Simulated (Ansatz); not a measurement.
Ansatz input

```yaml
crystal:
  lattice:
    - [2.3788793544, 0.0, 0.0]
    - [-1.1894396772, 2.0601699534, 0.0]
    - [0.0, 0.0, 3.9123300259]
  atoms:
    - { symbol: Ni, position: [0.3333333333, 0.6666666667, 0.25] }
    - { symbol: Ni, position: [0.6666666667, 0.3333333333, 0.75] }
hamiltonian:
  xc: pbe
  pseudopotentials:
    kind: paw
    azcp:
      Ni: "pseudopotentials/Ni.paw.azcp"
basis:
  ecutwfc: 420
  fft_grid_basis: typed
kpoints:
  mp_grid: { grid: [16, 16, 9], shift: [0, 0, 0] }
magnetization:
  spin_polarized: false
scf:
  occupations: { method: fermi_dirac, width: 0.1 }
  lower_state_search: "off"
output:
  stress: true
```

Terminal output

```
Engine: ansatz 0.2.0, x86_64-unknown-linux-gnu
Pseudopotentials: kind: paw
Pseudopotential: Ni, paw, valence charge 18, recommended cutoff 420 eV (normal) 
Functional definition: PBE
  parameter kappa = 0.804
  parameter beta = 0.06672455060314922
  exchange = pbe_x(kappa = kappa, mu = beta*pi^2/3)
  correlation = pbe_c(beta = beta)
Crystal: 2 atoms, lattice volume = 19.174 Å³
Basis set: ecut = 420 eV, 373 PW (Γ)
Bands: 22, of which v1, the nominal top of the filled ones, is band 18 counted from 1 (17 counted from 0)
Symmetry: 24 space group operations
Space group: P63/mmc (ITA 194), of the structure as read, at distance tolerance 2.7e-5 Å
k-points: 150 of 2304
Non-local potential: Ni, projectors of the file, l = 0: 3, l = 1: 2, l = 2: 3, l = 3: 1
PAW form: soft (Blöchl's): semilocal exchange-correlation on the pseudo side does not see the compensation charge
PAW one-centre angular grid: Ni, 590 points (default); XC on 64 Gauss nodes
Initial density: superposition of atomic densities (neutral atoms: chi_scale 0, normalization atom), corrected by the library's trained network
Initial wavefunctions: pseudopotential atomic-orbital guess
Functional: x = pbe(κ = 0.804, μ = 0.2195149727645171), c = pbe(β = 0.06672455060314922)
SCF iter   1: F=—  HF=-11679.129630 eV  |F-HF|=—  |Δ(HF+E_count)|=         —  Δρ=5.22e-3  dr2=9.22e-4  ethr=1.77e-3  ⟨swp⟩=4.8  Hψ=12300  notcnv=0
SCF iter   2: F=—  HF=-11679.130150 eV  |F-HF|=—  |Δ(HF+E_count)|=   5.19e-4  Δρ=1.72e-3  dr2=1.40e-4  ethr=2.56e-6  ⟨swp⟩=2.1  Hψ=7312  notcnv=0
SCF iter   3: F=—  HF=-11679.130308 eV  |F-HF|=—  |Δ(HF+E_count)|=   1.59e-4  Δρ=5.82e-4  dr2=1.31e-5  ethr=3.89e-7  ⟨swp⟩=2.6  Hψ=5176  notcnv=0
SCF iter   4: F=—  HF=-11679.130333 eV  |F-HF|=—  |Δ(HF+E_count)|=   2.51e-5  Δρ=1.65e-4  dr2=2.22e-6  ethr=3.65e-8  ⟨swp⟩=2.2  Hψ=5500  notcnv=0
iter 5 did not close the SCF: its close was put off for the readings that it lacked (scf_convergence_deferred on its scf_iter line)
SCF iter   5: F=-11679.130334 eV  HF=-11679.130334 eV  |F-HF|=2.17e-9  |Δ(HF+E_count)|=   3.29e-7  Δρ=1.49e-5  dr2=9.39e-9  ethr=6.15e-9  ⟨swp⟩=2.0  Hψ=4846  notcnv=0
SCF iter   6: F=-11679.130334 eV  HF=-11679.130334 eV  |F-HF|=4.29e-10  |Δ(HF+E_count)|=   4.65e-9  Δρ=1.76e-6  dr2=2.34e-10  ethr=2.61e-11  ⟨swp⟩=3.3  Hψ=14052  notcnv=0
SCF 1 converged in 6 iterations: F = -11679.130334 eV  dr2 = 2.34e-10
SCF converged after 6 iterations
Free energy (F): -11679.130334 eV
Harris-Foulkes:  -11679.130334 eV  (|F-HF|=4.29e-10)
Internal energy: -11678.955861 eV  (E = F + TS)
E sigma→0 (E₀):  -11679.043098 eV
Entropy (-TS):   -0.174473 eV (-87.236 meV/atom)
Fermi energy:    21.132055 eV
--- Per-component energies (eV) ---
  E_band       = -466.857962
  E_kinetic    = 570.347302
  E_local      = -6455.031633  (includes V_loc(G=0)·N_el)
  E_nonlocal   = 1270.035741
  E_hartree    = 2708.606281
  E_xc         = -172.257205
  E_vxc        = -222.314681  (∫ρ·V_xc dr)
  E_paw        = -3257.718377  (= ΣΔE_a)
  E_vpaw       = -1047.106902  (= ΣTr[D̂ρ^β])
  E_aug_tail   = 0.001180  (compensation charges beyond the density's cutoff)
  E_ewald      = -6342.939151
  E_smearing   = -0.174473  (= −TS)
  E_closure    = -0.000000  (closes the sum)
  Σ components = -11679.130334   (vs F -11679.130334, Δ=0.00e0)
--- Stress (GPa, compression-positive) ---
       34.719803       0.000000       0.000000
        0.000000      34.719803       0.000000
        0.000000       0.000000      34.731650
  P = ⅓ Tr σ = 34.7238 GPa (347.238 kbar)
```

Command:

```sh
ansatz run input.yaml --threads 1 --pin off --max-ram 3584MiB --backend cpu --events-out ev --progress --plain --runs-dir out
```

On 1 thread of Intel(R) Xeon(R) Platinum 8259CL CPU @ 2.50GHz (Skylake/Cascade Lake) (shared host) this took about 5.4 s of wall time and 4.8 s of CPU time.
